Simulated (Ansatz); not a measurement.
## Be$_{2}$C (Fm-3m): phonons

Computed with LDA, PAW on Ansatz 0.2.0's default frozen-core files (fitted under PBE), scalar-relativistic; not a measurement.

The cell comes from a PAW relaxation under the same functional.

Command line:

```sh
ansatz run input.yaml --threads 2 --pin off --max-ram 6144MiB --backend cpu --events-out ev --progress --plain --runs-dir out
```

Input:

```yaml
crystal:
  lattice:
    - [0.0, 2.13415361184, 2.13415361184]
    - [2.13415361184, 0.0, 2.13415361184]
    - [2.13415361184, 2.13415361184, 0.0]
  atoms:
    - { symbol: Be, position: [0.25, 0.25, 0.25] }
    - { symbol: Be, position: [0.75, 0.75, 0.75] }
    - { symbol: C, position: [0.0, 0.0, 0.0] }
kpoints:
  mp_grid: { grid: [8, 8, 8] }
scf:
  occupations: { method: fixed }
hamiltonian:
  xc: lda
  pseudopotentials: { kind: paw }
phonons:
  qmesh: [2, 2, 2]
  qpath:
    path:
      - [0.0, 0.0, 0.0]
      - [0.5, 0.0, 0.5]
      - [0.625, 0.25, 0.625]
      - [0.375, 0.375, 0.75]
      - [0.0, 0.0, 0.0]
      - [0.5, 0.5, 0.5]
      - [0.5, 0.25, 0.75]
      - [0.5, 0.0, 0.5]
    npoints: 6
  temperatures: { t_min: 0, t_max: 1000, t_step: 100 }
```

Output (shortened where marked):

```
Warning: phonons: the dynamical matrix that this run interpolates holds no multipole term above the dipole-dipole one, and a site of this crystal is no centre of inversion, so its interpolated transverse optical and acoustic branches and sound speeds can stay off near Gamma, and the density of states and the thermodynamics with them. What a run solves at a wave vector of phonons.qpoints, Gamma apart, where the deck ...
Warning: RAYON_NUM_THREADS=2 ignored (pool sized by the plan → 2); use --threads N
Engine: ansatz 0.2.0, aarch64-unknown-linux-gnu
Pseudopotentials: kind: paw
Pseudopotential: Be, paw, valence charge 2, recommended cutoff 420 eV (normal), Be.paw.azcp
Pseudopotential: C, paw, valence charge 4, recommended cutoff 420 eV (normal), C.paw.azcp
Functional definition: SPW92
  exchange = slater_x
  correlation = pw_c
Crystal: 6 atoms, lattice volume = 38.881 Å³
Basis set: ecut = 420 eV, 727 PW (Γ), FFT grids on a1, a2, −a1+a2+a3
Bands: 14, of which v1, the nominal top of the filled ones, is band 8 counted from 1 (7 counted from 0)
Symmetry: 32 space group operations
k-points: 39 of 256
Non-local potential: Be, projectors of the file, l = 0: 2, l = 1: 2, l = 2: 1
Non-local potential: C, projectors of the file, l = 0: 2, l = 1: 2, l = 2: 1
PAW form: soft (Blöchl's): semilocal exchange-correlation on the pseudo side does not see the compensation charge
PAW frozen core: Be, regenerated for the run's functional, and the local potential with it (the file was generated under x = pbe(κ = 0.804, μ = 0.2195149727645171), c = pbe(β = 0.06672455060314922))
PAW frozen core: C, regenerated for the run's functional, and the local potential with it (the file was generated under x = pbe(κ = 0.804, μ = 0.2195149727645171), c = pbe(β = 0.06672455060314922))
PAW one-centre angular grid: Be, 110 points (default); XC on 64 Gauss nodes
PAW one-centre angular grid: C, 110 points (default); XC on 64 Gauss nodes
Initial density: handed on by an earlier stage of this run
[... 139 lines left out ...]
        -0.00000    1.52021   -0.00000
        -0.00000   -0.00000    1.52021
    site 2:
        -3.04041    0.00000   -0.00000
        -0.00000   -3.04041    0.00000
         0.00000    0.00000   -3.04041
  Z* charge neutrality: 7.502e-4 e pre-enforcement
  solved inside a basis spanned on the 8×8×8 k-mesh, on 8×8×8 k-points, its susceptibility summed on 12×12×12: ε∞ is read to err by 2.2e-2, Z* by 1.2e-2 e; Z* is corrected for what the basis lacks
  optical modes at Γ without the LO–TO term, one row a degenerate level:
      ω (cm⁻¹)  modes    IR ((D/Å)²/amu)
        673.67      3            88.7651
        722.15      3             0.0000
  optical modes at Γ + LO–TO along q̂ = [1.0000, 0.0000, 0.0000]:
      ω (cm⁻¹)  modes    IR ((D/Å)²/amu)
        673.67      2            59.1767
        722.15      3             0.0000
        963.48      1            29.5884
  optical modes at Γ + LO–TO along q̂ = [0.0000, 1.0000, 0.0000]:
      ω (cm⁻¹)  modes    IR ((D/Å)²/amu)
        673.67      2            59.1767
        722.15      3             0.0000
        963.48      1            29.5884
  optical modes at Γ + LO–TO along q̂ = [0.0000, 0.0000, 1.0000]:
      ω (cm⁻¹)  modes    IR ((D/Å)²/amu)
        673.67      2            59.1767
        722.15      3             0.0000
        963.48      1            29.5884
--- Phonons (by wavevector): 3 wavevectors in 2 supercells ---
  supercell 1 (2 cells, vectors [1, 0, 0], [0, 1, -1], [0, 0, 2] in multiples of the cell's): 2 displaced members by 0.0025 Å; free energy -840.712956 eV; taken off its force constants: by the sum rule 7.5e-4, by the ...
  symmetry images taken by strict's conditions (phonons.symmetry_images: auto; settled by no image being taken that strict refuses)
  supercell 2 (2 cells, vectors [1, 0, 0], [0, 1, 0], [0, 0, 2] in multiples of the cell's): 3 displaced members by 0.0025 Å; free energy -840.712955 eV; taken off its force constants: by the sum rule 1.1e-3, by the ...
  symmetry images taken by strict's conditions (phonons.symmetry_images: auto; settled by a core's charge or kinetic-energy density on sites where symmetry forbids the force that would show it, while other sites can bear one)
  q = [0.0000, 0.0000, 0.0000] (star 1, supercell 1; hermiticity 1.10e-17, symmetrization 5.73e-6): -0.00 -0.00 0.00 673.67 673.67 673.67 722.15 722.15 722.15
  q = [0.0000, 0.0000, -0.5000] (star 4, supercell 2; hermiticity 7.19e-17, symmetrization 4.48e-16): 431.49 431.49 627.18 627.18 652.30 700.71 700.71 817.28 820.89
  q = [0.0000, -0.5000, -0.5000] (star 3, supercell 1; hermiticity 9.92e-17, symmetrization 5.27e-16): 426.99 426.99 446.25 626.67 626.67 756.05 756.05 802.04 978.00
  joined force constants: q→R imaginary residual 3.19e-17
  density of states and harmonic sums: on the 26×26×26 q-mesh, interpolated from the force constants of a 2×2×2 supercell (with the dipole–dipole term)
  largest difference from the sums on the solved wave vectors: F 2.74e-2 eV, S 6.06e-5 and C_V 3.15e-5 eV/K
```

Self-consistency was reached.

Harmonic thermodynamics:

Harmonic phonons of a crystal by Kohn-Sham DFT at the given cell, standard atomic masses, acoustic sum rule imposed; negative wavenumbers are unstable modes; sums over wave vectors interpolated from the q mesh.

```json
{"Zero point energy": "118.7 meV/atom"}
```

| temperature (K) | phonon heat capacity (k_B/atom) | phonon entropy (k_B/atom) | phonon free energy (meV/atom) |
| --- | --- | --- | --- |
| 100 | 0.1039 | 0.02766 | 118.7 |
| 200 | 0.7669 | 0.2787 | 117.6 |
| 300 | 1.48 | 0.7313 | 113.3 |
| 400 | 1.962 | 1.228 | 104.8 |
| 500 | 2.265 | 1.701 | 92.19 |
| 600 | 2.459 | 2.133 | 75.64 |
| 700 | 2.588 | 2.522 | 55.55 |
| 800 | 2.676 | 2.874 | 32.28 |
| 900 | 2.74 | 3.193 | 6.12 |
| 1000 | 2.787 | 3.484 | -22.67 |

### Field response

Linear response of an insulating crystal by Kohn-Sham DFT to a field and to zone-centre displacements, local fields included; Born charges neutralised; LO modes for wave vectors along x and z; Cartesian axes as in the input.

* Dielectric electronic (x, y, z): 6.842, 6.842, 6.842
* Highest phonon with field along x: 963.5 cm⁻¹
* Highest phonon with field along z: 963.5 cm⁻¹
* Highest phonon without field: 722.1 cm⁻¹

```csv
atom,born charge xx (e),born charge yy (e),born charge zz (e)
Be1,1.52,1.52,1.52
Be2,1.52,1.52,1.52
C3,-3.04,-3.04,-3.04
```

Zone-centre phonons:

Optical zone-centre levels upwards with Mulliken labels, activity, and the element with most of the kinetic energy.

- Point group: m-3m

| number | phonon wavenumber (cm⁻¹) | label | infrared | raman | lead element |
| --- | --- | --- | --- | --- | --- |
| 1 | 673.7 | T1u | yes | no | C |
| 2 | 722.2 | T2g | no | yes | Be |

Known limits: frozen-core PAW files fitted under PBE, their cores solved anew for the functional of the run; coarse q mesh; no LO-TO term at the zone centre.

Time and hardware: 14 s on 2 threads of Arm Neoverse V2, with other jobs on the host, peak memory 0.42 GiB.
